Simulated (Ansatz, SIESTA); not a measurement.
## Ge: 4 runs at one level of theory

```
Ge
1.0
     4.05040    0.00000    0.00000
    -2.02520    3.50775    0.00000
     0.00000    0.00000   10.99336
Ge
4
Direct
  0.66667 0.33333 0.41485
  0.33333 0.66667 0.91485
  0.00000 0.00000 0.47745
  0.00000 0.00000 0.97745
```

This isn't the form of Ge at room conditions, which is diamond.

Alike in all runs: task band structure; functional PBEsol; k mesh 8 × 8 × 3; occupations fermi-dirac, width 0.05 eV; no spin polarisation; no spin-orbit coupling. A missing gap at this level doesn't show that the real crystal is a metal. Pressure is positive in compression and, in plane waves, holds the error of the finite cutoff, which Ansatz's Pulay term estimates and takes out.

| program and potentials | plane-wave cutoff (eV) | notes | band gap (eV) | pressure (GPa) | largest force (eV/Å) |
| --- | --- | --- | --- | --- | --- |
| Ansatz, Ansatz PAW | 420 | potentials made for PBE, which Ansatz adapts in part; 14 valence electrons an atom on average | no gap | -1.57 | 0.167 |
| Ansatz, all-electron LAPW, scalar-relativistic | - | - | ? | ? | ? |
| Ansatz, PAW datasets made for the crystal | 140 | 4 valence electrons an atom on average | no gap | -1.57 | 0.167 |
| SIESTA, files PseudoDojo sr-pbesol-0.4.1-standard, DZP (energy shift 0.003 Ry; two zetas on semicore shells) | - | atomic basis; 14 valence electrons an atom on average | no gap | -1.16 | 0.006 |

Question: Estimate from the other rows what the run with Ansatz, all-electron LAPW, scalar-relativistic gave.

Answer: No band gap; pressure -1.57 GPa; largest force 0.168 eV/Å. The other rows, which needn't bracket it: pressure -1.57 to -1.16; largest force 0.006 to 0.167.
